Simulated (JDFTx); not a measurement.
Crystal: InP.

```
In P
1.0
     0.00000    2.93050    2.93050
     2.93050    0.00000    2.93050
     2.93050    2.93050    0.00000
In P
1 1
Direct
  0.00000 0.00000 0.00000
  0.75000 0.75000 0.75000
```

Base run:

| Property | Result |
| --- | --- |
| Program | JDFTx 1.7.0 (patched build) |
| Functional | PBEsol |
| Potentials or basis | PseudoDojo-SR-PBEsol-0.4.1-standard with smoothed tails |
| Cutoff | 952 eV |
| Density cutoff | 7619 eV |
| k mesh | 8 × 8 × 8 |
| Occupations | fermi-dirac, width 0.05 eV |
| Spin | no spin polarisation |

Its results: band gap on the k mesh 0.61 eV, direct; pressure 0.7 GPa.

**Question.** The run is repeated on the same cell with these changes: functional from PBEsol to LDA; potentials or basis from PseudoDojo-SR-PBEsol-0.4.1-standard with smoothed tails to PseudoDojo-SR-LDA-0.4.1-standard with smoothed tails. What comes out?

**Answer.** Band gap on the k mesh 0.49 eV, direct; pressure -1.3 GPa.

Caveats: the empty levels aren't tightly converged; spin-orbit coupling is left out, which moves the levels of the heavy elements.

A k mesh can miss the band edges.

Not every run made on this cell is shown here.
